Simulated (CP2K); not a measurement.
Input of a CP2K 2026.2 run:

The input cu3au_bands.inp:

```
&GLOBAL
  PROJECT cu3au_bands
  RUN_TYPE ENERGY_FORCE
  PRINT_LEVEL LOW
&END GLOBAL
&FORCE_EVAL
  METHOD QS
  STRESS_TENSOR ANALYTICAL
  &DFT
    BASIS_SET_FILE_NAME BASIS_MOLOPT_UZH
    POTENTIAL_FILE_NAME POTENTIAL_UZH
    &MGRID
      CUTOFF 500
      REL_CUTOFF 60
      NGRIDS 4
    &END MGRID
    &QS
      METHOD GPW
      EPS_DEFAULT 1.0E-10
    &END QS
    &KPOINTS
      SCHEME MONKHORST-PACK 7 7 7
      GAMMA_CENTERED T
      SYMMETRY T
      SYMMETRY_BACKEND SPGLIB
    &END KPOINTS
    &SCF
      SCF_GUESS ATOMIC
      EPS_SCF 1.0E-6
      MAX_SCF 100
      ADDED_MOS 26
      CHOLESKY OFF
      EPS_EIGVAL 1.0E-7
      &DIAGONALIZATION ON
        ALGORITHM STANDARD
      &END DIAGONALIZATION
      &MIXING ON
        METHOD BROYDEN_MIXING
        ALPHA 0.4
        BETA 1.5
        NBUFFER 8
      &END MIXING
      &SMEAR ON
        METHOD FERMI_DIRAC
        ELECTRONIC_TEMPERATURE [K] 580.226
      &END SMEAR
    &END SCF
    &XC
      &XC_FUNCTIONAL
        &GGA_X_RPBE
        &END GGA_X_RPBE
        &GGA_C_PBE
        &END GGA_C_PBE
      &END XC_FUNCTIONAL
    &END XC
    &PRINT
      &KPOINTS ON
      &END KPOINTS
      &MULLIKEN ON
      &END MULLIKEN
      &MO ON
        ENERGIES T
        OCCUPATION_NUMBERS T
        &EACH
          QS_SCF 0
        &END EACH
        ADD_LAST NUMERIC
      &END MO
      &BAND_STRUCTURE
        FILE_NAME bands.bs
        ADDED_MOS 6
        &KPOINT_SET
          UNITS B_VECTOR
          NPOINTS 8
          SPECIAL_POINT GAMMA 0.00000000 0.00000000 0.00000000
          SPECIAL_POINT X 0.00000000 0.50000000 0.00000000
          SPECIAL_POINT M 0.50000000 0.50000000 0.00000000
          SPECIAL_POINT GAMMA 0.00000000 0.00000000 0.00000000
          SPECIAL_POINT R 0.50000000 0.50000000 0.50000000
          SPECIAL_POINT X 0.00000000 0.50000000 0.00000000
        &END KPOINT_SET
        &KPOINT_SET
          UNITS B_VECTOR
          NPOINTS 8
          SPECIAL_POINT M 0.50000000 0.50000000 0.00000000
          SPECIAL_POINT R 0.50000000 0.50000000 0.50000000
        &END KPOINT_SET
      &END BAND_STRUCTURE
    &END PRINT
  &END DFT
  &SUBSYS
    &CELL
      A 3.7400000000 0.0000000000 0.0000000000
      B 0.0000000000 3.7400000000 0.0000000000
      C 0.0000000000 0.0000000000 3.7400000000
      PERIODIC XYZ
    &END CELL
    &COORD
      Au  0.0000000000 0.0000000000 0.0000000000
      Cu  1.8700000000 1.8700000000 0.0000000000
      Cu  1.8700000000 0.0000000000 1.8700000000
      Cu  0.0000000000 1.8700000000 1.8700000000
    &END COORD
    &KIND Au
      BASIS_SET TZVP-MOLOPT-PBE-GTH-q11
      POTENTIAL GTH-PBE-q11
    &END KIND
    &KIND Cu
      BASIS_SET TZVP-MOLOPT-PBE-GTH-q11
      POTENTIAL GTH-PBE-q11
    &END KIND
    &PRINT
      &ATOMIC_COORDINATES ON
      &END ATOMIC_COORDINATES
      &CELL ON
      &END CELL
    &END PRINT
  &END SUBSYS
  &PRINT
    &FORCES ON
    &END FORCES
    &STRESS_TENSOR ON
    &END STRESS_TENSOR
  &END PRINT
&END FORCE_EVAL
```

Potentials or basis: POTENTIAL_UZH Au GTH-PBE-q11, Cu GTH-PBE-q11; TZVP-MOLOPT-PBE-GTH basis.

Run with:

```bash
$ OMP_NUM_THREADS=1 cp2k.psmp -i cu3au_bands.inp -o cu3au_bands.out
```

Task: What does it give for the pressure?

Result: 11.1 GPa.

Task: Estimate the Mulliken charges.

Result: Au +0.56; Cu -0.19 e.

Levels at the corners of the path, in eV from the Fermi level:
```
point  band 19  band 20  band 21  band 22  band 23  band 24  band 25  band 26
    Γ    -1.32    -1.32    -1.32     1.26     1.26     1.26     6.38     7.74
    X    -2.00    -1.86    -1.44    -1.32     5.97     5.97     6.68     6.68
    M    -2.14    -2.08    -0.44    -0.44    -0.32     0.39     8.80     9.81
    Γ    -1.32    -1.32    -1.32     1.26     1.26     1.26     6.38     7.74
    R    -1.53    -1.53    -1.12    -1.09    -1.09    -1.09     2.72     4.29
    X    -2.00    -1.86    -1.44    -1.32     5.97     5.97     6.68     6.68
    M    -2.14    -2.08    -0.44    -0.44    -0.32     0.39     8.80     9.81
    R    -1.53    -1.53    -1.12    -1.09    -1.09    -1.09     2.72     4.29
```

Caveat: the potentials were made for another functional, which shifts forces and pressure; spin-orbit coupling is left out, which moves the levels of the heavy elements; the basis of atomic orbitals isn't converged, which shifts pressures, moduli and gaps.
